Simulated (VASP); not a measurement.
Write the native input for VASP 6.6.1 that does the following.

```
Task                   : relaxation of cell and atoms
Functional             : revPBE
Potentials or basis    : VASP PAW PBE potentials, release 64 (In_d, Pd)
Cutoff                 : 600 eV
k mesh                 : 8 × 8 × 8
Occupations            : fermi-dirac, width 0.05 eV
Spin                   : no spin polarisation
Further INCAR settings : ALGO = Normal; EDIFF = 1e-07; IBRION = 2; EDIFFG = -0.01; NSW = 60; ISIF = 3
```

The structure of InPd lies in POSCAR:

```
InPd
1.0
    3.2718847800      0.0000000000      0.0000000000
    0.0000000000      3.2718847800      0.0000000000
    0.0000000000      0.0000000000      3.2718847800
In Pd
1 1
Direct
    0.0000000000      0.0000000000      0.0000000000
    0.5000000000      0.5000000000      0.5000000000
```

The cell comes from a database or a generator and needn't be the stable form of this composition.

The input as run:

INCAR

```
ALGO     = Normal         # electronic algorithm
EDIFF    = 1E-7           # SCF threshold, eV
EDIFFG   = -0.01          # ionic threshold
ENCUT    = 600            # plane-wave cutoff, eV
GGA      = RE             # functional
IBRION   = 2              # ionic algorithm
ISIF     = 3              # what is computed and relaxed
ISMEAR   = -1             # smearing method
LASPH    = T              # aspherical terms in the spheres
LCHARG   = F              # write CHGCAR
LREAL    = F              # projectors in reciprocal space
LWAVE    = F              # write WAVECAR
NELM     = 60             # most SCF steps
NSW      = 60             # ionic steps
PREC     = Accurate       # precision mode
SIGMA    = 0.05           # smearing width, eV
```

KPOINTS

```
k-points
0
Gamma
  8 8 8
```

Potentials or basis: VASP PAW PBE potentials, release 64 (In_d, Pd).

Command:

```sh
$ cat potpaw_PBE.64/In_d/POTCAR potpaw_PBE.64/Pd/POTCAR > POTCAR
$ mpirun -np 1 vasp_std > vasp.out
```

It gave:

- Relaxed volume: 18.43 Å³/atom
- Relaxed cell: a = 3.328 Å, b = 3.328 Å, c = 3.328 Å, α = 90.00°, β = 90.00°, γ = 90.00°
- Space group after relaxing (to 0.05 Å): Pm-3m (No. 221)
- Energy gained by relaxing: 16.7 meV/atom
- Ionic steps: 3
- Pressure after relaxing: 0.0 GPa
- Band gap on the k mesh: none (metal or under the smearing width)

Caveat: the PAW data sets were made with another functional, which shifts forces and pressure a little.

It took 32 s on 1 thread of AMD EPYC 9R45 96-Core Processor (Zen 5), with other jobs on the host, peak memory 0.15 GiB.
